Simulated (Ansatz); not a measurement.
The elements of this relaxed trial crystal are hidden behind letters.

```
lattice vectors (Å)
   3.9347    0.0000    0.0000
   0.0000    3.9347    0.0000
   0.0000    0.0000   11.1296
fractional positions
X 0.5000 0.0000 0.6320
X 0.0000 0.5000 0.8774
X 0.5000 0.0000 0.1226
X 0.0000 0.5000 0.3680
Z 0.0000 0.0000 0.0000
Z 0.5000 0.5000 0.2453
Z 0.5000 0.5000 0.7547
Q 0.0000 0.0000 0.5000
```

Theory: DFT PBE, scalar-relativistic, plane waves, PAW (Ansatz 0.2.0). Plane waves to 420 eV, an 8×8×4 mesh through Γ for the 8-atom cell and 0.02 eV Gaussian smearing; no spin polarisation.

| Property | Result |
| --- | --- |
| Space group | P-4m2 (No. 115) |
| Conventional cell | a = 3.935 Å, c = 11.130 Å |
| Volume per atom | 21.54 Å³ |
| Density | 4.31 g/cm³ |
| Formation energy | −0.406 eV/atom |
| Gap on the 8×8×4 mesh of the 8-atom cell | 1.16 eV |

Energies are uncorrected and count from the elements' standard states at the same level.

Question: X is a p-block element of period 4, Z is a p-block element of period 3 and Q is a p-block element of period 4. Which elements are they?

Answer: X = Ga, Z = P, Q = As, so the formula is Ga4AsP3. Density times volume gives a mean mass of 4.31 × 21.54/1.6605 = 55.9 u per atom, and this set has 55.8 u. Around Ga on its first site lie 2 P at 2.39 Å and 2 As at 2.46 Å; around P on a site of symmetry -4m2 lie 4 Ga at 2.39 Å; As is surrounded by 4 Ga at 2.46 Å; 2 more sites not described. Other sets within the hints have nearly the same mass, so mass alone doesn't settle it; this one was computed.

Kohn–Sham gaps at this level usually fall short of measured ones. A later test with randomly moved atoms came back to the same energy, though modes that don't fit the test's cell weren't probed.
